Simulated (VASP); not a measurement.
# TiO2 (I4_1/amd) in VASP: a series of runs

Aim: see how the results for TiO2 move with the level of theory and the settings. Levels: PBE, r2SCAN. Tasks: single point.

Everything below comes from runs of VASP 6.6.1. Logs are shortened: lines on timing, memory, paths and dates and some standing lists are left out, and cuts for length are marked.

### 1 The structure

The structure is tetragonal, space group I4_1/amd (No. 141). The conventional cell has a = 3.784 Å, b = 3.784 Å, c = 9.514 Å, α = 90.00°, β = 90.00°, γ = 90.00°. Ti (site symmetry -4m2) has 6 O at 1.93 to 1.98 Å as nearest neighbours. O (site symmetry 2mm) is surrounded by 3 Ti at 1.93 to 1.98 Å.

### 2 Single point, PBE

Input file INCAR:

```
SYSTEM = TiO2
PREC = Accurate
ENCUT = 520
EDIFF = 1E-6
ISMEAR = -1
SIGMA = 0.05
LREAL = .False.
LASPH = .True.
NELM = 100
ALGO = Normal
ISIF = 2
LWAVE = .False.
LCHARG = .False.
GGA = PE
NBANDS = 33
```

Input file KPOINTS:

```
Automatic mesh
0
Gamma
  6 6 6
  0 0 0
```

Input file POSCAR:

```
TiO2
1.0
   -1.8922500000      1.8922500000      4.7571500000
    1.8922500000     -1.8922500000      4.7571500000
    1.8922500000      1.8922500000     -4.7571500000
Ti O
2 4
Direct
    0.0000000000      0.0000000000      0.0000000000
    0.7500000000      0.2500000000      0.5000000000
    0.2080600000      0.2080600000      0.0000000000
    0.9580600000      0.4580600000      0.5000000000
    0.5419400000      0.0419400000      0.5000000000
    0.7919400000      0.7919400000      0.0000000000
```

Potentials or basis: VASP PAW PBE potentials, release 64 (Ti_sv, O).

On the command line:

```sh
$ cat potpaw_PBE.64/Ti_sv/POTCAR potpaw_PBE.64/O/POTCAR > POTCAR
$ mpirun -np 1 vasp_std > vasp.out
```

OUTCAR:

```text
SYSTEM = TiO2
   PREC = Accurate
   ENCUT = 520
   EDIFF = 1E-6
   ISMEAR = -1
   LREAL = .False.
   LASPH = .True.
   NELM = 100
   ISIF = 2
   GGA = PE

 ion  position               nearest neighbor table
   1  0.000  0.000  0.000-   5 1.93   4 1.93   5 1.93   4 1.93   3 1.98   6 1.98
   2  0.750  0.250  0.500-   6 1.93   3 1.93   6 1.93   3 1.93   4 1.98   5 1.98
   3  0.208  0.208  0.000-   2 1.93   2 1.93   1 1.98
   4  0.958  0.458  0.500-   1 1.93   1 1.93   2 1.98
   5  0.542  0.042  0.500-   1 1.93   1 1.93   2 1.98
   6  0.792  0.792  0.000-   2 1.93   2 1.93   1 1.98

  LATTYP: Found a body centered tetragonal cell.
 ALAT       =     3.7845000000
 C/A-ratio  =     2.5140177038

  Lattice vectors:

 A1 = (  -1.8922500000,   1.8922500000,   4.7571500000)
 A2 = (   1.8922500000,  -1.8922500000,   4.7571500000)
 A3 = (   1.8922500000,   1.8922500000,  -4.7571500000)

Analysis of symmetry for initial positions (statically):
=====================================================================
 Subroutine PRICEL returns:
 Original cell was already a primitive cell.

 Routine SETGRP: Setting up the symmetry group for a
 body centered tetragonal supercell.

 Subroutine GETGRP returns: Found 16 space group operations
 (whereof  8 operations were pure point group operations)
 out of a pool of 16 trial point group operations.

The static configuration has the point symmetry D_2d.
 The point group associated with its full space group is D_4h.

Analysis of symmetry for dynamics (positions and initial velocities):
=====================================================================
 Subroutine PRICEL returns:
 Original cell was already a primitive cell.

 Routine SETGRP: Setting up the symmetry group for a
 body centered tetragonal supercell.

 Subroutine GETGRP returns: Found 16 space group operations
 (whereof  8 operations were pure point group operations)
 out of a pool of 16 trial point group operations.

The dynamic configuration has the point symmetry D_2d.
 The point group associated with its full space group is D_4h.

 Subroutine INISYM returns: Found 16 space group operations
 (whereof  8 operations are pure point group operations),
 and found     1 'primitive' translations

----------------------------------------------------------------------------------------

                                     Primitive cell

  volume of cell :      68.1340

  direct lattice vectors                    reciprocal lattice vectors
    -1.892250000  1.892250000  4.757150000     0.000000000  0.264235698  0.105104947
     1.892250000 -1.892250000  4.757150000     0.264235698  0.000000000  0.105104947
     1.892250000  1.892250000 -4.757150000     0.264235698  0.264235698  0.000000000

  length of vectors
     5.458177008  5.458177008  5.458177008     0.284372211  0.284372211  0.373685708

  position of ions in fractional coordinates (direct lattice)
     0.000000000  0.000000000  0.000000000
     0.750000000  0.250000000  0.500000000
     0.208060000  0.208060000  0.000000000
     0.958060000  0.458060000  0.500000000
     0.541940000  0.041940000  0.500000000
     0.791940000  0.791940000  0.000000000

  ion indices of the primitive-cell ions
   primitive index   ion index
                 1           1
                 2           2
                 3           3
                 4           4
                 5           5
                 6           6

----------------------------------------------------------------------------------------

 KPOINTS: Automatic mesh

Automatic generation of k-mesh.
 Grid dimensions read from file:
 generate k-points for:    6    6    6

 Generating k-lattice:

  Cartesian coordinates                     Fractional coordinates (reciprocal lattice)
     0.000000000  0.044039283  0.017517491     0.166666667 -0.000000000  0.000000000
     0.044039283  0.000000000  0.017517491    -0.000000000  0.166666667  0.000000000
     0.044039283  0.044039283  0.000000000     0.000000000  0.000000000  0.166666667

  Length of vectors
     0.047395368  0.047395368  0.062280951

  Shift w.r.t. Gamma in fractional coordinates (k-lattice)
     0.000000000  0.000000000  0.000000000

 Subroutine IBZKPT returns following result:
 ===========================================

 Found     30 irreducible k-points:

 Following reciprocal coordinates:
            Coordinates               Weight
  0.000000  0.000000  0.000000      1.000000
  0.166667  0.000000  0.000000      8.000000
  0.333333  0.000000 -0.000000      8.000000
  0.500000  0.000000  0.000000      4.000000
  0.166667  0.166667  0.000000      8.000000
  0.333333  0.166667  0.000000     16.000000
[... 16 lines left out ...]
 -0.333333 -0.333333  0.166667      8.000000
 -0.166667 -0.333333  0.166667      8.000000
 [... further k-points ...]
   k-points           NKPTS =     30   k-points in BZ     NKDIM =     30   number of bands    NBANDS=     33
   number of dos      NEDOS =    301   number of ions     NIONS =      6
   total plane-waves  NPLWV =  74088
   dimension x,y,z NGX =    42 NGY =   42 NGZ =   42
   dimension x,y,z NGXF=    84 NGYF=   84 NGZF=   84
   ions per type =               2   4
   NGX,Y,Z   is equivalent  to a cutoff of  12.79, 12.79, 12.79 a.u.
   NGXF,Y,Z  is equivalent  to a cutoff of  25.58, 25.58, 25.58 a.u.
 SYSTEM =  TiO2
   PREC   = accura    normal or accurate (medium, high low for compatibility)
   ISTART =      0    job   : 0-new  1-cont  2-samecut
   ICHARG =      2    charge: 1-file 2-atom 10-const
   ISPIN  =      1    spin polarized calculation?
   LNONCOLLINEAR =      F non collinear calculations
   LSORBIT =      F    spin-orbit coupling
   LASPH  =      T    aspherical Exc in radial PAW
   ENCUT  =  520.0 eV  38.22 Ry    6.18 a.u.  10.15 10.15 10.15*2*pi/ulx,y,z
   NELM   =    100;   NELMIN=  2; NELMDL= -5     # of ELM steps
   EDIFF  = 0.1E-05   stopping-criterion for ELM
   LREAL  =      F    real-space projection
   EDIFFG = 0.1E-04   stopping-criterion for IOM
   NSW    =      0    number of steps for IOM
   IBRION =     -1    ionic relax: 0-MD 1-quasi-New 2-CG
   NFREE  =      0    steps in history (QN), initial steepest desc. (CG)
   ISIF   =      2    stress and relaxation
   ISYM   =      2    0-nonsym 1-usesym 2-fastsym
   POTIM  = 0.5000    time-step for ionic-motion
   TEBEG  =    0.0;   TEEND  =   0.0 temperature during run
   PSTRESS=    0.0 pullay stress
   NELECT =      48.0000    total number of electrons
   NUPDOWN=      -1.0000    fix difference up-down
   EMIN   =  10.00;   EMAX   =-10.00  energy-range for DOS
   EFERMI =   0.00;   METHOD = LEGACY
   ISMEAR =    -1;   SIGMA  =   0.05  broadening in eV -4-tet -1-fermi 0-gaus
   EFERMI_NEDOS =   21; number of points for ismear=-14 and -15
   IALGO  =     38    algorithm
   IMIX   =      4    mixing-type and parameters
     AMIX     =   0.40;   BMIX     =  1.00
     AMIX_MAG =   1.60;   BMIX_MAG =  1.00
  volume/ion in A,a.u.               =      11.36        76.63
  Fermi-wavevector in a.u.,A,eV,Ry     =   1.456691  2.752746 28.870845  2.121947
  Thomas-Fermi vector in A             =   2.573579
   LORBIT       =      0    0 simple, 1 ext, 2 COOP (PROOUT), +10 PAW based schemes
   GGA     = PE    functional components
   LHFCALC =     F    Hartree Fock is set to
   AEXX    =    0.0000 exact exchange contribution
   IVDW    =     0    specifies the selected vdW correction
   LEPSILON=     F    determine dielectric tensor
   LRPA    =     F    only Hartree local field effects (RPA)
 non-spin polarized calculation
  energy-cutoff  :      520.00
  volume of cell :       68.13
 maximum number of plane-waves:      1850
 NGX is ok and might be reduce to    42
   NGX = 21   NGY = 21   NGZ = 21

 number of electron      47.9999989 magnetization

 Free energy of the ion-electron system (eV)
  ---------------------------------------------------
  ext. energy  EPLUGINS =         0.00000000
  ---------------------------------------------------
  free energy    TOTEN  =       -53.82598134 eV

  energy without entropy =      -53.82598134  energy(sigma->0) =      -53.82598134

 E-fermi :   4.4609     XC(G=0): -10.7360

 val. band max:        3.3596533611   @ k =   0.5000   0.5000   0.0000
 cond. band min:       5.5030145087   @ k =   0.0000   0.0000   0.0000
 fundamental gap:      2.1433611477
 Fermi energy:         4.4608909949

 k-point     1 :       0.0000    0.0000    0.0000
  band No.  band energies     occupation
      1     -52.9948      2.00000
      2     -52.9342      2.00000
      3     -29.4618      2.00000
      4     -29.2203      2.00000
      5     -29.2203      2.00000
      6     -29.1484      2.00000
[... 25 lines left out ...]
     32       8.7022      0.00000
     33       8.7172      0.00000

 k-point     2 :       0.1667    0.0000    0.0000
  band No.  band energies     occupation
      1     -52.9912      2.00000
      2     -52.9366      2.00000
      3     -29.4545      2.00000
      4     -29.2539      2.00000
      5     -29.2228      2.00000
      6     -29.1616      2.00000
[... 25 lines left out ...]
     32       8.9803      0.00000
     33       9.3197      0.00000

 k-point     3 :       0.3333    0.0000   -0.0000
  band No.  band energies     occupation
      1     -52.9828      2.00000
      2     -52.9428      2.00000
      3     -29.4403      2.00000
      4     -29.3181      2.00000
      5     -29.2270      2.00000
      6     -29.1806      2.00000
[... 25 lines left out ...]
     32       9.3469      0.00000
     33       9.8224      0.00000

 k-point     4 :       0.5000    0.0000    0.0000
  band No.  band energies     occupation
      1     -52.9774      2.00000
      2     -52.9471      2.00000
      3     -29.4319      2.00000
      4     -29.3520      2.00000
      5     -29.2288      2.00000
      6     -29.1845      2.00000
[... 673 lines left out ...]
     32       9.4017      0.00000
     33       9.6269      0.00000

 k-point    23 :      -0.3333   -0.3333    0.1667
  band No.  band energies     occupation
      1     -52.9765      2.00000
      2     -52.9503      2.00000
      3     -29.3835      2.00000
      4     -29.2961      2.00000
      5     -29.2474      2.00000
      6     -29.1802      2.00000
[... 25 lines left out ...]
     32       9.3985      0.00000
     33       9.8055      0.00000

 k-point    24 :      -0.1667   -0.3333    0.1667
  band No.  band energies     occupation
      1     -52.9840      2.00000
      2     -52.9439      2.00000
      3     -29.4101      2.00000
      4     -29.2684      2.00000
      5     -29.2324      2.00000
      6     -29.1549      2.00000
[... 25 lines left out ...]
     32       9.1107      0.00000
     33       9.2240      0.00000

 [... further k-points ...]
[... 5 lines left out ...]
  --------------------------------------------------------------------------------------
  -------------------------------------------------------------------------------------
  Total        2.2929007      2.2929007      2.9217081      0.0000000      0.0000000      0.0000000
  in kB       53.9177762     53.9177762     68.7042408      0.0000000      0.0000000      0.0000000
  external PRESSURE =      58.8465978 kB  Pullay stress =       0.0000000 kB

 VOLUME and BASIS-vectors are now :
 -----------------------------------------------------------------------------
  energy-cutoff  :      520.00
  volume of cell :       68.13
      direct lattice vectors                 reciprocal lattice vectors
    -1.892250000  1.892250000  4.757150000     0.000000000  0.264235698  0.105104947
     1.892250000 -1.892250000  4.757150000     0.264235698  0.000000000  0.105104947
     1.892250000  1.892250000 -4.757150000     0.264235698  0.264235698  0.000000000

 POSITION                                       TOTAL-FORCE (eV/Angst)
 -----------------------------------------------------------------------------------
      0.00000      0.00000      0.00000        -0.000000     -0.000000     -0.000000
     -0.00000      1.89225      2.37858        -0.000000     -0.000000     -0.000000
      0.00000      0.00000      1.97955         0.000000     -0.000000      0.130602
     -0.00000      1.89225      4.35812        -0.000000      0.000000      0.130602
      0.00000      1.89225      0.39903        -0.000000      0.000000     -0.130602
      0.00000      0.00000      7.53475         0.000000     -0.000000     -0.130602
 -----------------------------------------------------------------------------------
    total drift:                               -0.000000     -0.000000      0.000000

  FREE ENERGIE OF THE ION-ELECTRON SYSTEM (eV)
  ---------------------------------------------------
  free  energy   TOTEN  =       -53.8259813357 eV

  energy  without entropy=      -53.8259813357  energy(sigma->0) =      -53.82598134
```

Wall time 93 s (1 thread of Intel Xeon Platinum 8488C (Sapphire Rapids), shared host); peak memory 0.26 GiB.

What came out:

```yaml
Free_energy: -53.8260 eV
Pressure: 5.9 GPa
Largest_force: 0.131 eV/Å
Band_gap_on_the_k_mesh: 2.14 eV, indirect (least direct gap 2.45 eV)
```

Forces in eV/Å, atoms in the order of the input:
```
Ti   0.000  0.000  0.000
Ti   0.000  0.000  0.000
O    0.000  0.000  0.131
O    0.000  0.000  0.131
O    0.000  0.000 -0.131
O    0.000  0.000 -0.131
```

Stress tensor (GPa, compression positive):
```
5.39 0.00 0.00
0.00 5.39 0.00
0.00 0.00 6.87
```

A k mesh can miss the band edges.

### 3 Single point, r2SCAN

Edit INCAR of step 2 so:

```diff
@@ -13,3 +13,4 @@
 LCHARG = .False.
-GGA = PE
+METAGGA = R2SCAN
+LMIXTAU = .True.
 NBANDS = 33
```

KPOINTS is that of step 2.

POSCAR is that of step 2.

Potentials or basis: VASP PAW PBE potentials, release 64 (Ti_sv, O).

On the command line:

```sh
$ cat potpaw_PBE.64/Ti_sv/POTCAR potpaw_PBE.64/O/POTCAR > POTCAR
$ mpirun -np 1 vasp_std > vasp.out
```

OUTCAR:

```text
SYSTEM = TiO2
   PREC = Accurate
   ENCUT = 520
   EDIFF = 1E-6
   ISMEAR = -1
   LREAL = .False.
   LASPH = .True.
   NELM = 100
   ISIF = 2
   METAGGA = R2SCAN

 ion  position               nearest neighbor table
   1  0.000  0.000  0.000-   5 1.93   4 1.93   5 1.93   4 1.93   3 1.98   6 1.98
   2  0.750  0.250  0.500-   6 1.93   3 1.93   6 1.93   3 1.93   4 1.98   5 1.98
   3  0.208  0.208  0.000-   2 1.93   2 1.93   1 1.98
   4  0.958  0.458  0.500-   1 1.93   1 1.93   2 1.98
   5  0.542  0.042  0.500-   1 1.93   1 1.93   2 1.98
   6  0.792  0.792  0.000-   2 1.93   2 1.93   1 1.98

  LATTYP: Found a body centered tetragonal cell.
 ALAT       =     3.7845000000
 C/A-ratio  =     2.5140177038

  Lattice vectors:

 A1 = (  -1.8922500000,   1.8922500000,   4.7571500000)
 A2 = (   1.8922500000,  -1.8922500000,   4.7571500000)
 A3 = (   1.8922500000,   1.8922500000,  -4.7571500000)

Analysis of symmetry for initial positions (statically):
=====================================================================
 Subroutine PRICEL returns:
[... 185 lines left out ...]
 cond. band min:       5.5810949189   @ k =   0.0000   0.0000   0.0000
 fundamental gap:      2.5700533500
 Fermi energy:         4.0605010784

 k-point     1 :       0.0000    0.0000    0.0000
  band No.  band energies     occupation
      1     -55.5350      2.00000
      2     -55.4734      2.00000
      3     -30.9593      2.00000
      4     -30.7062      2.00000
      5     -30.7062      2.00000
      6     -30.6339      2.00000
[... 853 lines left out ...]
     32       9.1347      0.00000
     33       9.2497      0.00000

 [... further k-points ...]

------------------------ aborting loop because EDIFF is reached ----------------------------------------

  FORCE on cell =-STRESS in cart. coord.  units (eV):
  Direction    XX          YY          ZZ          XY          YZ          ZX
  --------------------------------------------------------------------------------------
  -------------------------------------------------------------------------------------
  Total        0.6217198      0.6217198      0.9837529      0.0000000     -0.0000000      0.0000000
  in kB       14.6197991     14.6197991     23.1330426      0.0000000     -0.0000000      0.0000000
  external PRESSURE =      17.4575469 kB  Pullay stress =       0.0000000 kB

 VOLUME and BASIS-vectors are now :
 -----------------------------------------------------------------------------
  energy-cutoff  :      520.00
  volume of cell :       68.13
      direct lattice vectors                 reciprocal lattice vectors
    -1.892250000  1.892250000  4.757150000     0.000000000  0.264235698  0.105104947
     1.892250000 -1.892250000  4.757150000     0.264235698  0.000000000  0.105104947
     1.892250000  1.892250000 -4.757150000     0.264235698  0.264235698  0.000000000

 POSITION                                       TOTAL-FORCE (eV/Angst)
 -----------------------------------------------------------------------------------
      0.00000      0.00000      0.00000         0.000000      0.000000      0.000000
     -0.00000      1.89225      2.37858         0.000000      0.000000      0.000000
      0.00000      0.00000      1.97955        -0.000000      0.000000      0.044179
     -0.00000      1.89225      4.35812         0.000000     -0.000000      0.044179
      0.00000      1.89225      0.39903         0.000000     -0.000000     -0.044179
      0.00000      0.00000      7.53475        -0.000000      0.000000     -0.044179
 -----------------------------------------------------------------------------------
    total drift:                               -0.000000     -0.000000      0.000000

  FREE ENERGIE OF THE ION-ELECTRON SYSTEM (eV)
  ---------------------------------------------------
  free  energy   TOTEN  =       -69.8556780896 eV

  energy  without entropy=      -69.8556780895  energy(sigma->0) =      -69.85567809
```

OSZICAR:

```text
N       E                     dE             d eps       ncg     rms          rms(c)
DAV:   1     0.655231084659E+03    0.65523E+03   -0.24550E+04  1980   0.174E+03
DAV:   2     0.126507642747E+01   -0.65397E+03   -0.60811E+03  2184   0.520E+02
DAV:   3    -0.962589043427E+02   -0.97524E+02   -0.95870E+02  2695   0.196E+02
[... 12 lines left out ...]
DAV:  16    -0.698551776761E+02    0.12634E-03   -0.68949E-04  2157   0.257E-01    0.322E-02
DAV:  17    -0.698556644470E+02   -0.48677E-03   -0.17793E-04  2249   0.114E-01    0.160E-02
DAV:  18    -0.698556706124E+02   -0.61654E-05   -0.14276E-05  2432   0.357E-02    0.485E-03
DAV:  19    -0.698556773464E+02   -0.67340E-05   -0.43023E-06  1941   0.156E-02    0.223E-03
DAV:  20    -0.698556780896E+02   -0.74320E-06   -0.63480E-07  1184   0.848E-03
   1 F= -.69855678E+02 E0= -.69855678E+02  d E =-.936117E-10
```

It took 6.4 min on 1 thread of Intel Xeon Platinum 8488C (Sapphire Rapids), shared host; peak memory 0.3 GiB.

What came out:

* Free energy: -69.8557 eV
* Pressure: 1.7 GPa
* Largest force: 0.044 eV/Å
* Band gap on the k mesh: 2.57 eV, indirect (least direct gap 2.90 eV)

Forces in eV/Å, atoms in the order of the input:
```
Ti   0.000  0.000  0.000
Ti   0.000  0.000  0.000
O    0.000  0.000  0.044
O    0.000  0.000  0.044
O    0.000  0.000 -0.044
O    0.000  0.000 -0.044
```

Caveat: the PAW data sets were made with another functional, which shifts forces and pressure a little. r2SCAN opens gaps a little over a GGA but as a rule still falls short of measured ones.
